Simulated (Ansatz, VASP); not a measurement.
# Two plane-wave programs on Be

```xyz
1
Lattice="2.1256 0.0000 0.0000 -0.7085 2.0040 0.0000 -0.7085 -1.0020 1.7355" Properties=species:S:1:pos:R:3 pbc="T T T"
Be    0.0000    0.0000    0.0000
```

Alike in both runs: functional PBEsol; dispersion D3(BJ); k mesh 16 × 16 × 16; no spin polarisation.

Ansatz relaxed the structure, and its values are those at the end. VASP's run is a single point on that final structure, the one shown.

|  | VASP | Ansatz |
| --- | --- | --- |
| version | VASP 6.6.1 | Ansatz 0.2.0 |
| potentials or method | VASP PAW PBE potentials, release 64 (Be) | plane waves, PAW |
| plane-wave cutoff (eV) | 520 | 420 |
| occupations | methfessel-paxton of order 1, width 0.1 eV | cold, width 0.1 eV |
| valence electrons in the cell | 2 | 2 |

```csv
,VASP,Ansatz,Ansatz less VASP
pressure (GPa),0.4,0.0,-0.44
dispersion energy (meV/atom),-289.8,-289.8,-0.07
```

Caveats: the PAW data sets were made with another functional, which shifts forces and pressure a little (VASP); pairwise dispersion overbinds metals, which lowers pressure and volume.
